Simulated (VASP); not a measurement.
# SeH2 in VASP: settings compared

Aim: see how the results for SeH2 move with the level of theory and the settings. Levels: RPBE+D3(BJ), optB86b-vdW, rev-vdW-DF2. Tasks: single point.

All numbers are computed with VASP 6.6.1; they aren't measurements. Logs are shortened: lines on timing, memory, paths and dates and some standing lists are left out, and cuts for length are marked.

### Step 1. The structure

The cell holds a molecule in a box, 3 atoms: a = 12.461 Å, b = 12.961 Å, c = 13.461 Å, α = 90.00°, β = 90.00°, γ = 90.00°.

### Step 2. Single point, RPBE+D3(BJ)

INCAR

```
  PREC = Accurate
  ENCUT = 400
  EDIFF = 1E-6
  ISMEAR = 0
  SIGMA = 0.01
  LREAL = False
  LASPH = True
  NELM = 100
  ALGO = Fast
  ISIF = 2
  LWAVE = False
  LCHARG = False
  GGA = RP
  IVDW = 12
  ISYM = 0
```

KPOINTS

```
regular mesh
0
Gamma
  1 1 1
```

POSCAR

```
H2Se                                    
1.0
   12.4610690859      0.0000000000      0.0000000000
    0.0000000000     12.9610690859      0.0000000000
    0.0000000000      0.0000000000     13.4610690859
  Se              H             
     1     2
Selective dynamics
Direct
     0.5259833377999996    0.5086471596999971    0.4566967937999991   F   F   F
     0.5103882296961224    0.4238433876021522    0.5290054432803138   T   T   T
     0.4606292650394763    0.5785255011195436    0.5192798605642690   T   T   T
```

Potentials or basis: VASP PAW PBE potentials, release 64 (Se, H).

On the command line:

```sh
cat potpaw_PBE.64/Se/POTCAR potpaw_PBE.64/H/POTCAR > POTCAR
mpirun -np 4 vasp_gam > vasp.out
```

OUTCAR:

```text
PREC = Accurate
   ENCUT = 400
   EDIFF = 1E-6
   ISMEAR = 0
   LREAL = False
   LASPH = True
   NELM = 100
   ISIF = 2
   GGA = RP
   IVDW = 12
   ISYM = 0
 IVDW          = 12

 ion  position               nearest neighbor table
   1  0.526  0.509  0.457-   3 1.48   2 1.48
   2  0.510  0.424  0.529-   1 1.48
   3  0.461  0.579  0.519-   1 1.48

IMPORTANT INFORMATION: All symmetrisations will be switched off!
NOSYMM: (Re-)initialisation of all symmetry stuff for point group C_1.

----------------------------------------------------------------------------------------

                                     Primitive cell

  volume of cell :    2174.0808

  direct lattice vectors                    reciprocal lattice vectors
    12.461069086  0.000000000  0.000000000     0.080249936  0.000000000  0.000000000
     0.000000000 12.961069086  0.000000000     0.000000000  0.077154129  0.000000000
     0.000000000  0.000000000 13.461069086     0.000000000  0.000000000  0.074288305

  length of vectors
    12.461069086 12.961069086 13.461069086     0.080249936  0.077154129  0.074288305

  position of ions in fractional coordinates (direct lattice)
     0.525983338  0.508647160  0.456696794
     0.510388230  0.423843388  0.529005443
     0.460629265  0.578525501  0.519279861

  ion indices of the primitive-cell ions
   primitive index   ion index
                 1           1
                 2           2
                 3           3

----------------------------------------------------------------------------------------

 KPOINTS: regular mesh

Automatic generation of k-mesh.
 Grid dimensions read from file:
 generate k-points for:    1    1    1

 Generating k-lattice:

  Cartesian coordinates                     Fractional coordinates (reciprocal lattice)
     0.080249936  0.000000000  0.000000000     1.000000000  0.000000000  0.000000000
     0.000000000  0.077154129  0.000000000     0.000000000  1.000000000  0.000000000
     0.000000000  0.000000000  0.074288305     0.000000000  0.000000000  1.000000000

  Length of vectors
     0.080249936  0.077154129  0.074288305

  Shift w.r.t. Gamma in fractional coordinates (k-lattice)
     0.000000000  0.000000000  0.000000000

 Subroutine IBZKPT returns following result:
 ===========================================

 Found      1 irreducible k-points:

 Following reciprocal coordinates:
            Coordinates               Weight
  0.000000  0.000000  0.000000      1.000000
   k-points           NKPTS =      1   k-points in BZ     NKDIM =      1   number of bands    NBANDS=      8
   number of dos      NEDOS =    301   number of ions     NIONS =      3
   total plane-waves  NPLWV = 680400
   dimension x,y,z NGX =    84 NGY =   90 NGZ =   90
   dimension x,y,z NGXF=   168 NGYF=  180 NGZF=  180
   ions per type =               1   2
   NGX,Y,Z   is equivalent  to a cutoff of  11.21, 11.54, 11.12 a.u.
   NGXF,Y,Z  is equivalent  to a cutoff of  22.41, 23.09, 22.23 a.u.
 SYSTEM =  unknown system
   PREC   = accura    normal or accurate (medium, high low for compatibility)
   ISTART =      0    job   : 0-new  1-cont  2-samecut
   ICHARG =      2    charge: 1-file 2-atom 10-const
   ISPIN  =      1    spin polarized calculation?
   LNONCOLLINEAR =      F non collinear calculations
   LSORBIT =      F    spin-orbit coupling
   LASPH  =      T    aspherical Exc in radial PAW
   ENCUT  =  400.0 eV  29.40 Ry    5.42 a.u.  20.32 21.14 21.95*2*pi/ulx,y,z
   NELM   =    100;   NELMIN=  2; NELMDL= -5     # of ELM steps
   EDIFF  = 0.1E-05   stopping-criterion for ELM
   LREAL  =      F    real-space projection
   EDIFFG = 0.1E-04   stopping-criterion for IOM
   NSW    =      0    number of steps for IOM
   IBRION =     -1    ionic relax: 0-MD 1-quasi-New 2-CG
   NFREE  =      0    steps in history (QN), initial steepest desc. (CG)
   ISIF   =      2    stress and relaxation
   ISYM   =      0    0-nonsym 1-usesym 2-fastsym
   POTIM  = 0.5000    time-step for ionic-motion
   TEBEG  =    0.0;   TEEND  =   0.0 temperature during run
   PSTRESS=    0.0 pullay stress
   NELECT =       8.0000    total number of electrons
   NUPDOWN=      -1.0000    fix difference up-down
   EMIN   =  10.00;   EMAX   =-10.00  energy-range for DOS
   EFERMI =   0.00;   METHOD = LEGACY
   ISMEAR =     0;   SIGMA  =   0.01  broadening in eV -4-tet -1-fermi 0-gaus
   EFERMI_NEDOS =   21; number of points for ismear=-14 and -15
   IALGO  =     68    algorithm
   IMIX   =      4    mixing-type and parameters
     AMIX     =   0.40;   BMIX     =  1.00
     AMIX_MAG =   1.60;   BMIX_MAG =  1.00
  volume/ion in A,a.u.               =     724.69      4890.47
  Fermi-wavevector in a.u.,A,eV,Ry     =   0.252743  0.477616  0.869129  0.063879
  Thomas-Fermi vector in A             =   1.071997
   LORBIT       =      0    0 simple, 1 ext, 2 COOP (PROOUT), +10 PAW based schemes
   GGA     = RP    functional components
   LHFCALC =     F    Hartree Fock is set to
   AEXX    =    0.0000 exact exchange contribution
   IVDW    =    12    specifies the selected vdW correction
   LEPSILON=     F    determine dielectric tensor
   LRPA    =     F    only Hartree local field effects (RPA)
 non-spin polarized calculation
 RMM-DIIS sequential band-by-band and
 Gauss-broadening in eV      SIGMA  =   0.01
  energy-cutoff  :      400.00
  volume of cell :     2174.08
 maximum number of plane-waves:     19751
 NGX is ok and might be reduce to    84
   NGX = 41   NGY = 43   NGZ = 43

 number of electron       8.0000000 magnetization

 Free energy of the ion-electron system (eV)
  ---------------------------------------------------
  ext. energy  EPLUGINS =         0.00000000
  ---------------------------------------------------
  free energy    TOTEN  =       -10.14495826 eV

  energy without entropy =      -10.14495826  energy(sigma->0) =      -10.14495826

 E-fermi :  -5.7114     XC(G=0):  -0.4568

 val. band max:       -5.8009721996   @ k =   0.0000   0.0000   0.0000
 cond. band min:      -1.0837572965   @ k =   0.0000   0.0000   0.0000
 fundamental gap:      4.7172149032
 Fermi energy:        -5.7114165599

 k-point     1 :       0.0000    0.0000    0.0000
  band No.  band energies     occupation
      1     -18.0746      2.00000
      2     -10.1497      2.00000
      3      -8.7570      2.00000
      4      -5.8010      2.00000
      5      -1.0838      0.00000
      6      -0.8850      0.00000
      7       0.2065      0.00000
      8       0.4911      0.00000

------------------------ aborting loop because EDIFF is reached ----------------------------------------

 Edisp (eV)   -0.18198

 E8    (eV) :    -0.0893

  FORCE on cell =-STRESS in cart. coord.  units (eV):
  Direction    XX          YY          ZZ          XY          YZ          ZX
  --------------------------------------------------------------------------------------
  -------------------------------------------------------------------------------------
  Total      -0.09700    -0.08704    -0.06710    -0.00622    -0.00686    -0.02763
  in kB      -0.07148    -0.06415    -0.04945    -0.00458    -0.00505    -0.02036
  external pressure =       -0.06 kB  Pullay stress =        0.00 kB

 VOLUME and BASIS-vectors are now :
 -----------------------------------------------------------------------------
  energy-cutoff  :      400.00
  volume of cell :     2174.08
      direct lattice vectors                 reciprocal lattice vectors
    12.461069086  0.000000000  0.000000000     0.080249936  0.000000000  0.000000000
     0.000000000 12.961069086  0.000000000     0.000000000  0.077154129  0.000000000
     0.000000000  0.000000000 13.461069086     0.000000000  0.000000000  0.074288305

 POSITION                                       TOTAL-FORCE (eV/Angst)
 -----------------------------------------------------------------------------------
      6.55431      6.59261      6.14763         0.027869      0.004878     -0.048833
      6.35998      5.49346      7.12098        -0.009976     -0.013617      0.025068
      5.73993      7.49831      6.99006        -0.017893      0.008740      0.023765
 -----------------------------------------------------------------------------------
    total drift:                               -0.000264     -0.000310      0.000443

  FREE ENERGIE OF THE ION-ELECTRON SYSTEM (eV)
  ---------------------------------------------------
  free  energy   TOTEN  =       -10.3269393287 eV

  energy  without entropy=      -10.3269393287  energy(sigma->0) =      -10.32693933
```

Run time: 19 s. Hardware: 4 MPI ranks of Intel Xeon 6975P-C (Granite Rapids), shared host; peak memory 0.43 GiB.

Results:

```yaml
Free_energy: -10.3269 eV
Largest_force: 0.056 eV/Å
Gap_between_the_frontier_levels: 4.72 eV
Dispersion_energy_per_atom: -0.061 eV
```

Forces on the atoms (eV/Å):
```
Se   0.028  0.005 -0.049
H   -0.010 -0.014  0.025
H   -0.018  0.009  0.024
```

Levels at points of the mesh, in eV from the valence-band top:
| k point | band 2 | band 3 | band 4 | band 5 | band 6 | band 7 |
| --- | --- | --- | --- | --- | --- | --- |
| (0.00, 0.00, 0.00) | -4.35 | -2.96 | 0.00 | 4.72 | 4.92 | 6.01 |

Caveat: the PAW data sets were made with another functional, which shifts forces and pressure a little. Expect the measured gap to be larger: semilocal functionals such as RPBE lack the derivative discontinuity.

### Step 3. Single point, optB86b-vdW

INCAR, as its differences from that of step 2:

```diff
@@ -12,4 +12,7 @@
   LCHARG = False
-  GGA = RP
-  IVDW = 12
+  GGA = MK
+  LUSE_VDW = True
+  AGGAC = 0.0
+  PARAM1 = 0.1234
+  PARAM2 = 1.0
   ISYM = 0
```

KPOINTS is that of step 2.

POSCAR is that of step 2.

Potentials or basis: VASP PAW PBE potentials, release 64 (Se, H).

On the command line:

```sh
cat potpaw_PBE.64/Se/POTCAR potpaw_PBE.64/H/POTCAR > POTCAR
mpirun -np 4 vasp_gam > vasp.out
```

Run time: 5.4 min. Hardware: 4 MPI ranks of Intel Xeon 6975P-C (Granite Rapids), shared host; peak memory 1.2 GiB.

It converged, with:

```yaml
Free_energy: -8.0228 eV
Largest_force: 0.066 eV/Å
Gap_between_the_frontier_levels: 4.61 eV
```

Forces in eV/Å, atoms in the order of the input:
```
Se   0.032  0.006 -0.057
H   -0.009 -0.024  0.030
H   -0.023  0.018  0.027
```

Levels at points of the mesh, in eV from the valence-band top:
```tsv
k point	band 1	band 2	band 3	band 4	band 5	band 6	band 7	band 8
(0.00, 0.00, 0.00)	-12.31	-4.34	-2.96	0.00	4.61	4.87	5.94	6.12
```

Caveat: the PAW data sets were made with another functional, which shifts forces and pressure a little.

### Step 4. Single point, rev-vdW-DF2

INCAR, as its differences from that of step 3:

```diff
@@ -16,3 +16,4 @@
   PARAM1 = 0.1234
-  PARAM2 = 1.0
+  PARAM2 = 0.711357
+  ZAB_VDW = -1.8867
   ISYM = 0
```

KPOINTS is that of step 3.

POSCAR is that of step 3.

On the command line:

```sh
cat potpaw_PBE.64/Se/POTCAR potpaw_PBE.64/H/POTCAR > POTCAR
mpirun -np 4 vasp_gam > vasp.out
```

Run time: 5.8 min. Hardware: 4 MPI ranks of Intel Xeon 6975P-C (Granite Rapids), shared host; peak memory 1.2 GiB.

It converged, with:

| Item | Value |
| --- | --- |
| Free energy | -8.2800 eV |
| Largest force | 0.062 eV/Å |
| Gap between the frontier levels | 4.61 eV |

Forces on the atoms (eV/Å):
```
Se   0.031  0.006 -0.054
H   -0.008 -0.025  0.028
H   -0.023  0.019  0.026
```

Levels at points of the mesh, in eV from the valence-band top:
| k point | band 2 | band 3 | band 4 | band 5 | band 6 | band 7 |
| --- | --- | --- | --- | --- | --- | --- |
| (0.00, 0.00, 0.00) | -4.33 | -2.96 | 0.00 | 4.61 | 4.86 | 5.99 |

Caveat: the PAW data sets were made with another functional, which shifts forces and pressure a little.

### Step 5. Overview

| level | gap on the mesh (eV) | largest force (eV/Å) |
| --- | --- | --- |
| RPBE+D3(BJ) | 4.72 | 0.06 |
| optB86b-vdW | 4.61 | 0.07 |
| rev-vdW-DF2 | 4.61 | 0.06 |

Alike in all rows: task single point; potentials or basis VASP PAW PBE potentials, release 64 (Se, H); no spin polarisation; cell as given; k mesh 1 × 1 × 1; cutoff (eV) 400; smearing gaussian 0.01 eV.

On the cell as given the gap runs from 4.61 eV (rev-vdW-DF2) to 4.72 eV (RPBE+D3(BJ)).

Caveats: the PAW data sets were made with another functional, which shifts forces and pressure a little.

Total energies depend on the potentials used, so only differences within one code and one set of settings carry meaning.
